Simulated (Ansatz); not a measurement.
**How much do the gradients of SnS depend on the method?**

Cell: a Materials Project structure (computed, not necessarily an observed phase), ions relaxed with PBE at fixed cell.

Space group Pnma (No. 62); a = 11.3920, b = 3.9569, c = 4.5328 Å.

| site | Wyckoff | site symmetry | x | y | z |
| --- | --- | --- | --- | --- | --- |
| Sn | 4c | .m. | 0.6204 | 0.2500 | 0.3629 |
| S | 4c | .m. | 0.3503 | 0.2500 | 0.0244 |

One atom of each set is listed.

First run. The numbers come from a DFT calculation in Ansatz (PBE, plane waves and PAW, scalar-relativistic, 420 eV cutoff, Γ-centred 3×8×7 k-points, Fermi–Dirac smearing 0.01 eV).

```json
{"site": "Sn", "V_zz (10²¹ V/m²)": "-11.54", "η": "0.36"}
{"site": "S", "V_zz (10²¹ V/m²)": "-3.79", "η": "0.09"}
```

Second run. The same atoms and settings, except that the functional is r2SCAN and the cutoff is 500 eV.

Q: What does the second run give?

A: 

```tsv
site	V_zz	η	change of V_zz
Sn	-12.75	0.33	-1.21
S	-4.00	0.08	-0.21
```

The largest change of V_zz is on Sn, from -11.54 to -12.75. In per cent, |V_zz| changes by +10 on Sn, +6 on S (all sites that start above 0.5). Isomer shifts (Sn against SnO₂, from the density at the nucleus and a line fitted to measured compounds for each functional; the lines scatter by about 0.1 mm/s, so smaller changes between functionals mean little): Sn 3.31 → 3.34 mm/s.

Without spin–orbit coupling (the program notes it for Sn) the gradients can shift somewhat, as the gap is small.
For the second run: With these PAW files V_zz is typically within 2 to 3 % of all-electron values, but misses above 10 % occur on Sn.
